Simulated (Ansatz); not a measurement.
# InSe: the cost of one run

Method: DFT PBE, scalar-relativistic, plane waves, PAW, in Ansatz 0.2.0.

A COD entry behind a cell of this session may itself be a prediction, so a difference from it is no test against experiment.

1 further run of the same task is left out (it didn't finish).

## Step 1: The system as given

It takes space group R3m (No. 160, trigonal). Conventional cell: a = 4.000 Å, b = 4.000 Å, c = 24.950 Å, α = 90.00°, β = 90.00°, γ = 120.00°. Around In (site symmetry 3m) lie 3 Se at 2.64 Å and 1 In at 2.80 Å. Around Se (site symmetry 3m) lie 3 In at 2.64 Å.

Coordinates:

```
CELL_PARAMETERS angstrom
2.00000 1.15470 8.31667
-2.00000 1.15470 8.31667
0.00000 -2.30940 8.31667
ATOMIC_POSITIONS crystal
In 0.00000 0.00000 0.00000
In 0.11220 0.11220 0.11220
Se 0.61550 0.61550 0.61550
Se 0.83000 0.83000 0.83000
```

The start is a polymorph listed in a database, not an invented cell.

## Step 2: The guess as it stands, on a coarse mesh

Input file input.yaml:

```yaml
crystal:
  lattice:
    - [1.99999961, 1.15470031, 8.31667042]
    - [-1.99999961, 1.15470031, 8.31667042]
    - [0.0, -2.30940062, 8.31667042]
  atoms:
    - { symbol: In, position: [0.0, 0.0, 0.0] }
    - { symbol: In, position: [0.1122, 0.1122, 0.1122] }
    - { symbol: Se, position: [0.61549997, 0.61549997, 0.61549997] }
    - { symbol: Se, position: [0.82999998, 0.82999998, 0.82999998] }
basis:
  ecutwfc: 420
kpoints:
  mp_grid: { grid: [6, 6, 6] }
hamiltonian:
  xc: pbe
scf:
  occupations: { method: gaussian, width: 0.1 }
  lower_state_search: "off"
output:
  forces: true
  stress: true
  eigenvalues: true
```

Launch:

```
$ ansatz run input.yaml --threads 1 --pin off --max-ram 2560MiB --backend cpu --events-out ev --progress --plain --runs-dir out
```

**Question.** How long does this run take on 1 thread of Intel Xeon Platinum 8375C at 2.90GHz (Ice Lake), shared host, and how much memory does it need?

About 10 s, with a peak of 0.44 GiB.
